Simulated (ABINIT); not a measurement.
MoP:

```xyz
2
Lattice="3.2230 0.0000 0.0000 -1.6115 2.7912 0.0000 0.0000 0.0000 3.1910" Properties=species:S:1:pos:R:3 pbc="T T T"
Mo    0.0000    0.0000    0.0000
P     0.0000    1.8608    1.5955
```

Base run:

- Program: ABINIT 10.8.3 (patched build)
- Functional: SOGGA
- Potentials or basis: JTH PAW PBE v2.0
- Cutoff: 544 eV
- k mesh: 10 × 10 × 8
- Occupations: fermi-dirac, width 0.05 eV
- Spin: no spin polarisation

Its results: band gap on the k mesh none (metal or under the smearing width); pressure -5.7 GPa.

Q: After a change of settings the same cell gave: band gap on the k mesh none (metal or under the smearing width); pressure -7.1 GPa. Which change was it?
A. functional from SOGGA to LDA; potentials or basis from JTH PAW PBE v2.0 to JTH PAW LDA v2.0
B. functional from SOGGA to PW91
C. functional from SOGGA to PBEsol; k mesh from 10 × 10 × 8 to 13 × 13 × 10
D. functional from SOGGA to PBE; k mesh from 10 × 10 × 8 to 6 × 6 × 5

A: A.

Caveats: the PAW data sets were made with another functional, which shifts forces and pressure a little (some runs).
